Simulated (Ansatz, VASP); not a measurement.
One calculation of Zr3H, two programs

```
Zr H
1.0
     4.24237    0.00000    0.00000
     0.00000    4.24237    0.00000
     0.00000    0.00000    4.24237
Zr H
3 1
Direct
  0.50000 0.50000 0.00000
  0.50000 0.00000 0.50000
  0.00000 0.50000 0.50000
  0.00000 0.00000 0.00000
```

Change from the starting cell: species swapped into the Mg3Sn type (Pm-3m, No. 221).

Alike in both runs: functional PBE; k mesh 12 × 12 × 12; occupations gaussian, width 0.1 eV; no spin polarisation.

Ansatz relaxed the structure, and its values are those at the end. VASP's run is a single point on that final structure, the one shown.

```csv
,VASP,Ansatz
version,VASP 6.6.1,Ansatz 0.2.0
potentials or method,"VASP PAW PBE potentials, release 64 (Zr_sv, H)","scalar-relativistic, plane waves, PAW"
plane-wave cutoff (eV),520,420
valence electrons in the cell,37,37
```

|  | VASP | Ansatz | Ansatz less VASP |
| --- | --- | --- | --- |
| gap on the k mesh at the Fermi level (eV) | none | none | - |
| pressure (GPa) | 0.0 | 0.0 | -0.01 |

A gap of «none» marks a metal or a gap that the smearing closes. The functional is the same, so the differences come from potentials, cutoffs and numerics.
